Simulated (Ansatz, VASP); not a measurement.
**Hf in VASP and in Ansatz**

INCAR

```
SYSTEM = Hf
  PREC = Accurate
  ENCUT = 600
  EDIFF = 1E-6
  ISMEAR = -1
  SIGMA = 0.05
  LREAL = .False.
  LASPH = .True.
  NELM = 80
  ALGO = Normal
  ISIF = 3
  LWAVE = .False.
  LCHARG = .False.
  GGA = PE
  IBRION = 2
  NSW = 60
  EDIFFG = -0.005
```

The input KPOINTS:

```
regular mesh
0
Gamma
  10 10 5
  0 0 0
```

POSCAR

```
Hf
1.0
    3.1967000000      0.0000000000      0.0000000000
   -1.5983500000      2.7684234083      0.0000000000
    0.0000000000      0.0000000000      5.0578000000
Hf
2
Direct
    0.6666666667      0.3333333333      0.7500000000
    0.3333333333      0.6666666667      0.2500000000
```

Contents of input.yaml:

```yaml
crystal:
  lattice:
    - [3.1967, 0.0, 0.0]
    - [-1.59835, 2.7684234083, 0.0]
    - [0.0, 0.0, 5.0578]
  atoms:
    - { symbol: Hf, position: [0.6666666667, 0.3333333333, 0.75] }
    - { symbol: Hf, position: [0.3333333333, 0.6666666667, 0.25] }
hamiltonian:
  xc: pbe
  pseudopotentials: { kind: paw }
kpoints:
  mp_grid: { grid: [10, 10, 5] }
scf:
  occupations: { method: fermi_dirac, width: 0.05 }
output:
  forces: true
  stress: true
  eigenvalues: true
relax:
  f_tol: 0.01
  max_steps: 40
  cell: { stress_tol: 0.05 }
```

Alike in both runs: task relaxation of cell and atoms; functional PBE; k mesh 10 × 10 × 5; occupations fermi-dirac, width 0.05 eV; no spin polarisation.

|  | VASP | Ansatz |
| --- | --- | --- |
| version | VASP 6.6.1 | Ansatz 0.2.0 |
| potentials or method | VASP PAW PBE potentials, release 64 (Hf_pv) | Ansatz PAW |
| plane-wave cutoff (eV) | 600 | 420 |
| valence electrons in the cell | 20 | 52 |

Ansatz gave:

- gap on the k mesh at the Fermi level, each at its own relaxed structure (eV): none
- relaxed volume (Å³/atom): 22.51
- relaxed cell length with the largest relative difference (Å): 5.059

Question: Estimate VASP's values.

Answer: gap on the k mesh at the Fermi level, each at its own relaxed structure (eV): none; relaxed volume (Å³/atom): 22.42; relaxed cell length with the largest relative difference (Å): 5.049.

A gap of «none» marks a metal or a gap that the smearing closes. The two sets of potentials don't hold the same shells in valence.

Caveats: the plane-wave basis is chosen anew once the cell has moved, so the energies of steps on either side of that aren't comparable (Ansatz). Spin-orbit coupling is left out, which matters for the levels of Hf.
